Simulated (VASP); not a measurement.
## SiC (Moissanite 3C): optical spectrum with PBE

**Measured values to compare with.**

“Insight into the structural, elastic and electronic properties of a new orthorhombic 6O-SiC polytype”, 2020, pmc:7200658 quotes, for a bulk crystal of SiC: band gap 2.4 eV (indirect).

SiC (Moissanite 3C):

```xyz
2
Lattice="0.0000 2.1790 2.1790 2.1790 0.0000 2.1790 2.1790 2.1790 0.0000" Properties=species:S:1:pos:R:3 pbc="T T T"
Si    0.0000    0.0000    0.0000
C     1.0895    1.0895    1.0895
```

```
Program                : VASP 6.6.1
Task                   : optical spectrum
Functional             : PBE
Potentials or basis    : VASP PAW PBE potentials, release 64 (Si, C)
Cutoff                 : 520 eV
k mesh                 : 10 × 10 × 10
Occupations            : gaussian, width 0.03 eV
Spin                   : no spin polarisation
Further INCAR settings : ALGO = Fast; EDIFF = 1e-07; NBANDS = 28
```

```json
{"Pressure": "3.2 GPa", "Band gap on the k mesh": "1.36 eV, indirect (least direct gap 4.54 eV)"}
```

Levels at points of the mesh, in eV from the valence-band top:
```
           k point  band 2  band 3  band 4  band 5  band 6  band 7
(0.00, 0.00, 0.00)    0.00    0.00    0.00    6.23    7.31    7.31
(0.50, 0.00, 0.00)   -8.53   -1.05   -1.05    5.43    7.23    7.23
(0.50, 0.50, 0.00)   -7.79   -3.18   -3.18    1.36    4.32   14.04
```

Dielectric function (mean over the directions given):
```tsv
energy (eV)	real part	imaginary part
0.27	7.24	0.00
1.27	7.43	0.00
2.27	7.93	0.00
3.36	9.11	0.00
4.36	12.23	0.00
5.45	18.94	8.69
6.45	7.03	19.08
7.44	-7.08	7.05
8.53	-0.62	15.78
9.53	-3.51	7.77
10.62	-3.32	1.94
11.62	-2.01	2.57
12.71	-3.71	1.18
13.71	-2.20	3.16
14.71	-1.62	0.71
15.80	-1.36	1.54
16.80	-1.11	0.37
17.89	-0.86	0.79
18.88	-0.43	0.21
19.97	-0.22	0.30
```

Run time: 18 s on 1 thread of Intel(R) Xeon(R) Platinum 8488C (Sapphire Rapids) (shared host), peak memory 0.15 GiB.

A measured gap of SiC is 2.4 eV (indirect; quoted in “Insight into the structural, elastic and electronic properties of a new orthorhombic 6O-SiC polytype”, 2020, pmc:7200658); the calculated 1.36 eV misses it by -1.04 eV. The value is that of PBE on a finite k mesh, which can miss the band edges, without temperature or zero-point motion. Semilocal functionals fall short of measured gaps as a rule.

Caveat: spectra need much finer meshes, so this one isn't converged; independent-particle spectra lack excitons.
